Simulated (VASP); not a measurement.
# RbBr (Fm-3m) in VASP: further runs

Runs on RbBr. Level: r2SCAN. Tasks: single point.

All numbers are computed with VASP 6.6.1; they aren't measurements. Logs are shortened: lines on timing, memory, paths and dates and some standing lists are left out, and cuts for length are marked.

**1. The structure**

It takes space group Fm-3m (No. 225, cubic). Conventional cell: a = 6.854 Å, b = 6.854 Å, c = 6.854 Å, α = 90.00°, β = 90.00°, γ = 90.00°. Rb (site symmetry m-3m) is surrounded by 6 Br at 3.43 Å. Br (site symmetry m-3m) is surrounded by 6 Rb at 3.43 Å.

**2. Single point, r2SCAN**

File INCAR:

```
PREC     = Accurate       # precision mode
ENCUT    = 250            # plane-wave cutoff, eV
EDIFF    = 1E-6           # SCF threshold, eV
ISMEAR   = 0              # smearing method
SIGMA    = 0.05           # smearing width, eV
LREAL    = False          # projectors in reciprocal space
LASPH    = True           # aspherical terms in the spheres
NELM     = 100            # most SCF steps
ALGO     = Normal         # electronic algorithm
ISIF     = 2              # what is computed and relaxed
LWAVE    = False          # write WAVECAR
LCHARG   = False          # write CHGCAR
METAGGA  = R2SCAN         # meta-GGA
LMIXTAU  = True         
NBANDS   = 15             # bands
ADDGRID  = False
```

File KPOINTS:

```
Automatic mesh
0
Gamma
  3 3 3
```

File POSCAR:

```
RbBr
1.0
    0.0000000000      3.4270000000      3.4270000000
    3.4270000000      0.0000000000      3.4270000000
    3.4270000000      3.4270000000      0.0000000000
Rb Br
1 1
Direct
   -0.0027730000      0.0260310000     -0.0127250000
    0.5081730000      0.5251300000      0.4723360000
```

Potentials or basis: VASP PAW PBE potentials, release 64 (Rb_sv, Br).

Command:

```bash
$ cat potpaw_PBE.64/Rb_sv/POTCAR potpaw_PBE.64/Br/POTCAR > POTCAR
$ mpirun -np 1 vasp_std > vasp.out
```

OUTCAR:

```text
PREC = Accurate
   ENCUT = 250
   EDIFF = 1E-6
   ISMEAR = 0
   LREAL = False
   LASPH = True
   NELM = 100
   ISIF = 2
   METAGGA = R2SCAN

 Found     14 irreducible k-points:

 Following reciprocal coordinates:
            Coordinates               Weight
  0.000000  0.000000  0.000000      1.000000
  0.333333  0.000000  0.000000      2.000000
  0.000000  0.333333  0.000000      2.000000
  0.000000  0.000000  0.333333      2.000000
  0.333333  0.333333  0.333333      2.000000
  0.333333  0.333333  0.000000      2.000000
   k-points           NKPTS =     14   k-points in BZ     NKDIM =     14   number of bands    NBANDS=     15
   number of dos      NEDOS =    301   number of ions     NIONS =      2
   total plane-waves  NPLWV =  21952
   dimension x,y,z NGX =    28 NGY =   28 NGZ =   28
   dimension x,y,z NGXF=    56 NGYF=   56 NGZF=   56
   ions per type =               1   1
   NGX,Y,Z   is equivalent  to a cutoff of   9.60,  9.60,  9.60 a.u.
   NGXF,Y,Z  is equivalent  to a cutoff of  19.21, 19.21, 19.21 a.u.
 SYSTEM =  unknown system
   PREC   = accura    normal or accurate (medium, high low for compatibility)
   ISTART =      0    job   : 0-new  1-cont  2-samecut
   ICHARG =      2    charge: 1-file 2-atom 10-const
   ISPIN  =      1    spin polarized calculation?
   LNONCOLLINEAR =      F non collinear calculations
   LSORBIT =      F    spin-orbit coupling
   LASPH  =      T    aspherical Exc in radial PAW
   ENCUT  =  250.0 eV  18.37 Ry    4.29 a.u.   6.25  6.25  6.25*2*pi/ulx,y,z
   NELM   =    100;   NELMIN=  2; NELMDL= -5     # of ELM steps
   EDIFF  = 0.1E-05   stopping-criterion for ELM
   LREAL  =      F    real-space projection
   EDIFFG = 0.1E-04   stopping-criterion for IOM
   NSW    =      0    number of steps for IOM
   IBRION =     -1    ionic relax: 0-MD 1-quasi-New 2-CG
   NFREE  =      0    steps in history (QN), initial steepest desc. (CG)
   ISIF   =      2    stress and relaxation
   ISYM   =      2    0-nonsym 1-usesym 2-fastsym
   POTIM  = 0.5000    time-step for ionic-motion
   TEBEG  =    0.0;   TEEND  =   0.0 temperature during run
   PSTRESS=    0.0 pullay stress
   NELECT =      16.0000    total number of electrons
   NUPDOWN=      -1.0000    fix difference up-down
   EMIN   =  10.00;   EMAX   =-10.00  energy-range for DOS
   EFERMI =   0.00;   METHOD = LEGACY
   ISMEAR =     0;   SIGMA  =   0.05  broadening in eV -4-tet -1-fermi 0-gaus
   EFERMI_NEDOS =   21; number of points for ismear=-14 and -15
   IALGO  =     38    algorithm
   IMIX   =      4    mixing-type and parameters
     AMIX     =   0.40;   BMIX     =  1.00
     AMIX_MAG =   1.60;   BMIX_MAG =  1.00
  volume/ion in A,a.u.               =      40.25       271.61
  Fermi-wavevector in a.u.,A,eV,Ry     =   0.955412  1.805467 12.419564  0.912812
  Thomas-Fermi vector in A             =   2.084247
   LORBIT       =      0    0 simple, 1 ext, 2 COOP (PROOUT), +10 PAW based schemes
   METAGGA = R2SCAN    functional components
   LHFCALC =     F    Hartree Fock is set to
   AEXX    =    0.0000 exact exchange contribution
   IVDW    =     0    specifies the selected vdW correction
   LEPSILON=     F    determine dielectric tensor
   LRPA    =     F    only Hartree local field effects (RPA)
 non-spin polarized calculation
 Gauss-broadening in eV      SIGMA  =   0.05
  energy-cutoff  :      250.00
  volume of cell :       80.50
 maximum number of plane-waves:       745
 NGX is ok and might be reduce to    28
   NGX = 13   NGY = 13   NGZ = 13

 number of electron      16.0000004 magnetization

 Free energy of the ion-electron system (eV)
  ---------------------------------------------------
  ext. energy  EPLUGINS =         0.00000000
  ---------------------------------------------------
  free energy    TOTEN  =       -31.14689591 eV

  energy without entropy =      -31.14689591  energy(sigma->0) =      -31.14689591

 E-fermi :  -1.8754     XC(G=0):  -7.6285

 val. band max:       -2.1538451419   @ k =   0.0000   0.0000   0.0000
 cond. band min:       2.8171632654   @ k =   0.0000   0.0000   0.0000
 fundamental gap:      4.9710084072
 Fermi energy:        -1.8753586610

 k-point     1 :       0.0000    0.0000    0.0000
  band No.  band energies     occupation
      1     -27.3112      2.00000
      2     -14.7674      2.00000
      3     -10.8444      2.00000
      4     -10.8440      2.00000
      5     -10.8437      2.00000
      6      -2.1544      2.00000
      7      -2.1542      2.00000
      8      -2.1538      2.00000
      9       2.8172      0.00000
     10       5.7232      0.00000
     11       5.7268      0.00000
     12       5.7307      0.00000
     13       6.7985      0.00000
     14       6.8027      0.00000
     15       9.1795      0.00000

 k-point     2 :       0.3333    0.0000    0.0000
  band No.  band energies     occupation
      1     -27.3039      2.00000
      2     -14.7994      2.00000
      3     -10.8495      2.00000
      4     -10.8492      2.00000
      5     -10.8032      2.00000
      6      -2.9207      2.00000
      7      -2.4196      2.00000
      8      -2.4189      2.00000
      9       4.6505      0.00000
     10       5.6793      0.00000
     11       7.0153      0.00000
     12       7.0186      0.00000
     13       8.2590      0.00000
     14       8.2627      0.00000
     15      10.2875      0.00000
[... 41 lines left out ...]
      3     -10.8498      2.00000
      4     -10.8491      2.00000
      5     -10.8028      2.00000
      6      -2.9206      2.00000
      7      -2.4193      2.00000
      8      -2.4180      2.00000
      9       4.6504      0.00000
     10       5.6752      0.00000
     11       7.0132      0.00000
     12       7.0158      0.00000
     13       8.2608      0.00000
     14       8.2689      0.00000
     15      10.2898      0.00000

 k-point     6 :       0.3333    0.3333    0.0000
  band No.  band energies     occupation
      1     -27.3017      2.00000
      2     -14.7484      2.00000
      3     -10.9121      2.00000
      4     -10.8974      2.00000
      5     -10.8942      2.00000
      6      -2.7655      2.00000
      7      -2.2884      2.00000
      8      -2.2864      2.00000
      9       4.2155      0.00000
     10       4.8752      0.00000
     11       7.5546      0.00000
     12       8.1517      0.00000
     13       8.2847      0.00000
     14       8.3486      0.00000
     15       9.5398      0.00000

 [... further k-points ...]

------------------------ aborting loop because EDIFF is reached ----------------------------------------

  FORCE on cell =-STRESS in cart. coord.  units (eV):
  Direction    XX          YY          ZZ          XY          YZ          ZX
  --------------------------------------------------------------------------------------
  -------------------------------------------------------------------------------------
  Total        0.2184033      0.1900703      0.2004831     -0.0019223      0.0012000      0.0047467
  in kB        4.3470781      3.7831401      3.9903966     -0.0382615      0.0238849      0.0944786
  external PRESSURE =       4.0402050 kB  Pullay stress =       0.0000000 kB

 VOLUME and BASIS-vectors are now :
 -----------------------------------------------------------------------------
  energy-cutoff  :      250.00
  volume of cell :       80.50
      direct lattice vectors                 reciprocal lattice vectors
     0.000000000  3.427000000  3.427000000    -0.145900204  0.145900204  0.145900204
     3.427000000  0.000000000  3.427000000     0.145900204 -0.145900204  0.145900204
     3.427000000  3.427000000  0.000000000     0.145900204  0.145900204 -0.145900204

 POSITION                                       TOTAL-FORCE (eV/Angst)
 -----------------------------------------------------------------------------------
      3.47260      6.80089      3.50671        -0.074184     -0.018545      0.046650
      3.41832      3.36020      3.54113         0.074184      0.018545     -0.046650
 -----------------------------------------------------------------------------------
    total drift:                                0.002657      0.000632     -0.001023

  FREE ENERGIE OF THE ION-ELECTRON SYSTEM (eV)
  ---------------------------------------------------
  free  energy   TOTEN  =       -31.1468959104 eV

  energy  without entropy=      -31.1468959104  energy(sigma->0) =      -31.14689591
```

stdout:

```text
POSCAR found type information on POSCAR RbBr
 POSCAR found :  2 types and       2 ions
 scaLAPACK will be used
 -----------------------------------------------------------------------------
|                                                                             |
|                                                                             |
|     You enforced a specific xc type in the INCAR file but a different       |
|     I HOPE YOU KNOW WHAT YOU ARE DOING!                                     |
|                                                                             |
 -----------------------------------------------------------------------------

 LDA part: xc-table for (None), standard interpolation
 POSCAR, INCAR and KPOINTS ok, starting setup
 FFT: planning ... GRIDC
 FFT: planning ... GRID_SOFT
 FFT: planning ... GRID
 WAVECAR not read
 entering main loop
```

Wall time 44 s (1 thread of Intel Xeon Platinum 8375C at 2.90GHz (Ice Lake), shared host); peak memory 0.15 GiB.

These settings aren't checked as converged: the numbers below hold their error.

What came out:

| Item | Value |
| --- | --- |
| Free energy | -31.1469 eV |
| Largest force | 0.090 eV/Å |
| Band gap on the k mesh | 4.97 eV, direct |

Caveat: the k mesh is coarse (spacing up to 0.53 Å⁻¹), so the values aren't converged; the cutoff is under 1.25 times the usual one of these potentials, so pressure, stress and relaxed cells hold a basis-set (Pulay) error; the PAW data sets were made with another functional, which shifts forces and pressure a little.

**3. Single point, r2SCAN**

INCAR, as its differences from that of step 2:

```diff
@@ -1,3 +1,3 @@
 PREC     = Accurate       # precision mode
-ENCUT    = 250            # plane-wave cutoff, eV
+ENCUT    = 300            # plane-wave cutoff, eV
 EDIFF    = 1E-6           # SCF threshold, eV
```

KPOINTS is that of step 2.

File POSCAR:

```
RbBr
1.0
    0.0000000000      3.4270000000      3.4270000000
    3.4270000000      0.0000000000      3.4270000000
    3.4270000000      3.4270000000      0.0000000000
Rb Br
1 1
Direct
    0.0000000000      0.0000000000      0.0000000000
    0.5000000000      0.5000000000      0.5000000000
```

Potentials or basis: VASP PAW PBE potentials, release 64 (Rb_sv, Br).

Command:

```bash
$ cat potpaw_PBE.64/Rb_sv/POTCAR potpaw_PBE.64/Br/POTCAR > POTCAR
$ mpirun -np 1 vasp_std > vasp.out
```

OUTCAR:

```text
PREC = Accurate
   ENCUT = 300
   EDIFF = 1E-6
   ISMEAR = 0
   LREAL = False
   LASPH = True
   NELM = 100
   ISIF = 2
   METAGGA = R2SCAN

 Found      4 irreducible k-points:

 Following reciprocal coordinates:
            Coordinates               Weight
  0.000000  0.000000  0.000000      1.000000
  0.333333  0.000000  0.000000      8.000000
  0.333333  0.333333  0.000000      6.000000
 -0.333333  0.333333  0.000000     12.000000
   k-points           NKPTS =      4   k-points in BZ     NKDIM =      4   number of bands    NBANDS=     15
   number of dos      NEDOS =    301   number of ions     NIONS =      2
   total plane-waves  NPLWV =  21952
   dimension x,y,z NGX =    28 NGY =   28 NGZ =   28
   dimension x,y,z NGXF=    56 NGYF=   56 NGZF=   56
   ions per type =               1   1
   NGX,Y,Z   is equivalent  to a cutoff of   9.60,  9.60,  9.60 a.u.
   NGXF,Y,Z  is equivalent  to a cutoff of  19.21, 19.21, 19.21 a.u.
 SYSTEM =  unknown system
   PREC   = accura    normal or accurate (medium, high low for compatibility)
   ISTART =      0    job   : 0-new  1-cont  2-samecut
   ICHARG =      2    charge: 1-file 2-atom 10-const
   ISPIN  =      1    spin polarized calculation?
   LNONCOLLINEAR =      F non collinear calculations
   LSORBIT =      F    spin-orbit coupling
   LASPH  =      T    aspherical Exc in radial PAW
   ENCUT  =  300.0 eV  22.05 Ry    4.70 a.u.   6.84  6.84  6.84*2*pi/ulx,y,z
   NELM   =    100;   NELMIN=  2; NELMDL= -5     # of ELM steps
   EDIFF  = 0.1E-05   stopping-criterion for ELM
   LREAL  =      F    real-space projection
   EDIFFG = 0.1E-04   stopping-criterion for IOM
   NSW    =      0    number of steps for IOM
   IBRION =     -1    ionic relax: 0-MD 1-quasi-New 2-CG
   NFREE  =      0    steps in history (QN), initial steepest desc. (CG)
   ISIF   =      2    stress and relaxation
   ISYM   =      2    0-nonsym 1-usesym 2-fastsym
   POTIM  = 0.5000    time-step for ionic-motion
   TEBEG  =    0.0;   TEEND  =   0.0 temperature during run
   PSTRESS=    0.0 pullay stress
   NELECT =      16.0000    total number of electrons
   NUPDOWN=      -1.0000    fix difference up-down
   EMIN   =  10.00;   EMAX   =-10.00  energy-range for DOS
   EFERMI =   0.00;   METHOD = LEGACY
   ISMEAR =     0;   SIGMA  =   0.05  broadening in eV -4-tet -1-fermi 0-gaus
   EFERMI_NEDOS =   21; number of points for ismear=-14 and -15
   IALGO  =     38    algorithm
   IMIX   =      4    mixing-type and parameters
     AMIX     =   0.40;   BMIX     =  1.00
     AMIX_MAG =   1.60;   BMIX_MAG =  1.00
  volume/ion in A,a.u.               =      40.25       271.61
  Fermi-wavevector in a.u.,A,eV,Ry     =   0.955412  1.805467 12.419564  0.912812
  Thomas-Fermi vector in A             =   2.084247
   LORBIT       =      0    0 simple, 1 ext, 2 COOP (PROOUT), +10 PAW based schemes
   METAGGA = R2SCAN    functional components
   LHFCALC =     F    Hartree Fock is set to
   AEXX    =    0.0000 exact exchange contribution
   IVDW    =     0    specifies the selected vdW correction
   LEPSILON=     F    determine dielectric tensor
   LRPA    =     F    only Hartree local field effects (RPA)
 non-spin polarized calculation
 Gauss-broadening in eV      SIGMA  =   0.05
  energy-cutoff  :      300.00
  volume of cell :       80.50
 maximum number of plane-waves:       956
   NGX = 13   NGY = 13   NGZ = 13

 number of electron      15.9999998 magnetization

 Free energy of the ion-electron system (eV)
  ---------------------------------------------------
  ext. energy  EPLUGINS =         0.00000000
  ---------------------------------------------------
  free energy    TOTEN  =       -31.14753488 eV

  energy without entropy =      -31.14753488  energy(sigma->0) =      -31.14753488

 E-fermi :  -1.8769     XC(G=0):  -7.6304

 val. band max:       -2.1542841701   @ k =   0.0000   0.0000   0.0000
 cond. band min:       2.8133228194   @ k =   0.0000   0.0000   0.0000
 fundamental gap:      4.9676069895
 Fermi energy:        -1.8769070932

 k-point     1 :       0.0000    0.0000    0.0000
  band No.  band energies     occupation
      1     -27.3139      2.00000
      2     -14.7677      2.00000
      3     -10.8438      2.00000
      4     -10.8438      2.00000
      5     -10.8438      2.00000
      6      -2.1543      2.00000
      7      -2.1543      2.00000
      8      -2.1543      2.00000
      9       2.8133      0.00000
     10       5.7226      0.00000
     11       5.7226      0.00000
     12       5.7226      0.00000
     13       6.7917      0.00000
     14       6.7917      0.00000
     15       9.1841      0.00000

 k-point     2 :       0.3333    0.0000    0.0000
  band No.  band energies     occupation
      1     -27.3065      2.00000
      2     -14.7996      2.00000
      3     -10.8484      2.00000
      4     -10.8484      2.00000
      5     -10.8033      2.00000
      6      -2.9223      2.00000
      7      -2.4208      2.00000
      8      -2.4208      2.00000
      9       4.6494      0.00000
     10       5.6786      0.00000
     11       7.0202      0.00000
     12       7.0202      0.00000
     13       8.2487      0.00000
     14       8.2487      0.00000
     15      10.2893      0.00000

 k-point     3 :       0.3333    0.3333    0.0000
  band No.  band energies     occupation
      1     -27.3044      2.00000
      2     -14.7484      2.00000
      3     -10.9088      2.00000
      4     -10.8973      2.00000
      5     -10.8973      2.00000
      6      -2.7678      2.00000
      7      -2.2882      2.00000
      8      -2.2882      2.00000
      9       4.2108      0.00000
     10       4.8718      0.00000
     11       7.5535      0.00000
     12       8.2149      0.00000
     13       8.2818      0.00000
     14       8.2818      0.00000
     15       9.5337      0.00000

 k-point     4 :      -0.3333    0.3333    0.0000
  band No.  band energies     occupation
      1     -27.3020      2.00000
      2     -14.7584      2.00000
      3     -10.9724      2.00000
      4     -10.8760      2.00000
      5     -10.8465      2.00000
      6      -2.7852      2.00000
      7      -2.5247      2.00000
      8      -2.4619      2.00000
      9       5.0916      0.00000
     10       6.0969      0.00000
     11       7.1951      0.00000
     12       7.4778      0.00000
     13       8.1097      0.00000
     14       9.2531      0.00000
     15      10.2817      0.00000

------------------------ aborting loop because EDIFF is reached ----------------------------------------

  FORCE on cell =-STRESS in cart. coord.  units (eV):
  Direction    XX          YY          ZZ          XY          YZ          ZX
  --------------------------------------------------------------------------------------
  -------------------------------------------------------------------------------------
  Total        0.2396854      0.2396854      0.2396854     -0.0000000     -0.0000000     -0.0000000
  in kB        4.7706747      4.7706747      4.7706747     -0.0000000     -0.0000000     -0.0000000
  external PRESSURE =       4.7706747 kB  Pullay stress =       0.0000000 kB

 VOLUME and BASIS-vectors are now :
 -----------------------------------------------------------------------------
  energy-cutoff  :      300.00
  volume of cell :       80.50
      direct lattice vectors                 reciprocal lattice vectors
     0.000000000  3.427000000  3.427000000    -0.145900204  0.145900204  0.145900204
     3.427000000  0.000000000  3.427000000     0.145900204 -0.145900204  0.145900204
     3.427000000  3.427000000  0.000000000     0.145900204  0.145900204 -0.145900204

 POSITION                                       TOTAL-FORCE (eV/Angst)
 -----------------------------------------------------------------------------------
      0.00000      0.00000      0.00000        -0.000000     -0.000000     -0.000000
      3.42700      3.42700      3.42700         0.000000      0.000000      0.000000
 -----------------------------------------------------------------------------------
    total drift:                                0.000000      0.000000      0.000000

  FREE ENERGIE OF THE ION-ELECTRON SYSTEM (eV)
  ---------------------------------------------------
  free  energy   TOTEN  =       -31.1475348801 eV

  energy  without entropy=      -31.1475348801  energy(sigma->0) =      -31.14753488
```

Run time: 22 s. Hardware: 1 thread of Intel Xeon Platinum 8375C at 2.90GHz (Ice Lake), shared host; peak memory 0.15 GiB.

The run converged, but some of its settings lie outside the range that counts as converged, so its numbers aren't taken as properties of the crystal.

Results:

```yaml
Free_energy: -31.1475 eV
Pressure: 0.5 GPa
Band_gap_on_the_k_mesh: 4.97 eV, direct
```

Caveat: the k mesh is coarse (spacing up to 0.53 Å⁻¹), so the values aren't converged; the PAW data sets were made with another functional, which shifts forces and pressure a little.

[end of part 1 of 2]
